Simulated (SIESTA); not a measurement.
Runs of SIESTA 5.4.2 on Zr. The cell holds a slab with vacuum, 5 atoms: a = 3.135 Å, b = 3.135 Å, c = 25.239 Å, α = 90.00°, β = 90.00°, γ = 109.47°. The slab is cut from a database's or a generator's crystal, which needn't be the stable form of the element.

```tsv
level	gap on the mesh (eV)	largest force (eV/Å)
vdW-DF-C09	none	0.76
PBE	none	(a)
optB88-vdW	none	0.61
vdW-DF2	none	0.46
vdW-DF	none	0.46
```

Alike in all rows: task band structure; potentials or basis PseudoDojo 0.4 standard (PBE files), DZP (energy shift 0.003 Ry; two zetas on semicore shells); no spin polarisation; cell as given; k mesh 9 × 9 × 1; smearing fermi-dirac 0.05 eV; grid cutoff 800 Ry; energy shift 0.003 Ry.

Problem. Fill in the values left out.

Solution. (a) 0.54.

Caveats: the basis of atomic orbitals isn't converged, which shifts pressures, moduli and gaps; the potentials were made for another functional, which shifts forces and pressure (some runs).

A k mesh can miss the band edges, and the runs leave out spin-orbit coupling on Zr.

A gap of «none» marks a metal or a gap under the smearing width.

Not every run made on this cell is shown here.
